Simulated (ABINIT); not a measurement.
Ge:

```
Ge
1.0
    -2.57449    2.57449    1.39741
     2.57449   -2.57449    1.39741
     2.57449    2.57449   -1.39741
Ge
2
Cartesian
  0.0000 0.0000 1.3974
  2.5745 0.0000 0.6987
```

This isn't the form of Ge at room conditions, which is diamond.

Program: ABINIT 10.8.3 (patched build). Alike in all runs: no spin polarisation; cell as given; cutoff (eV) 544; smearing fermi-dirac 0.05 eV. Hardware: 1 thread of Arm Neoverse V2, with other jobs on the host.

Problem. Order these runs on this cell by their wall time, lowest first.
A. task band structure; level HCTH407; potentials or basis JTH PAW PBE v2.0; k mesh 11 × 11 × 11; mesh quality not flagged
B. task single point; level PBE; potentials or basis JTH PAW PBE v2.0; k mesh 4 × 4 × 4; mesh quality coarse
C. task single point; level LDA; potentials or basis JTH PAW LDA v2.0; k mesh 9 × 9 × 9; mesh quality not flagged

Solution. B (11 s), C (47 s), A (130 s).

Caveats: some runs use coarse meshes.
